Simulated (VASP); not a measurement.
Write the native input for VASP 6.6.1 that does the following.

```
Task                   : single point
Functional             : PBEsol
Potentials or basis    : VASP PAW PBE potentials, release 64 (Hf_pv, N)
Cutoff                 : 520 eV
k mesh                 : 9 × 9 × 9
Occupations            : fermi-dirac, width 0.05 eV
Spin                   : no spin polarisation
Ladder                 : free
Further INCAR settings : ALGO = Normal; EDIFF = 1e-07; NBANDS = 14
```

The structure of HfN lies in POSCAR:

```
HfN
1.0
    0.0000000000      2.4548220000      2.4548220000
    2.4548220000      0.0000000000      2.4548220000
    2.4548220000      2.4548220000      0.0000000000
Hf N
1 1
Direct
    0.0000000000      0.0000000000      0.0000000000
    0.2500000000      0.2500000000      0.2500000000
```

The cell comes from a database or a generator and needn't be the stable form of this composition.

The input as run:

INCAR

```
PREC = Accurate ; ENCUT = 520
EDIFF = 1E-7 ; ISMEAR = -1
SIGMA = 0.05 ; LREAL = F
LASPH = T ; NELM = 60
ALGO = Normal ; ISIF = 2
LWAVE = F ; LCHARG = T
GGA = PS ; LELF = T
LVHAR = T ; NBANDS = 14
```

KPOINTS

```
Automatic mesh
0
Gamma
  9 9 9
```

Potentials or basis: VASP PAW PBE potentials, release 64 (Hf_pv, N).

Launch:

```sh
$ cat potpaw_PBE.64/Hf_pv/POTCAR potpaw_PBE.64/N/POTCAR > POTCAR
$ mpirun -np 1 vasp_std > vasp.out
```

It gave:

```
Pressure               : -5.9 GPa
Band gap on the k mesh : none (metal or under the smearing width)
```

Caveat: the PAW data sets were made with another functional, which shifts forces and pressure a little.

Run time: 16 s on 1 thread of Intel(R) Xeon(R) Platinum 8259CL CPU @ 2.50GHz (Skylake/Cascade Lake) (shared host), peak memory 0.16 GiB.
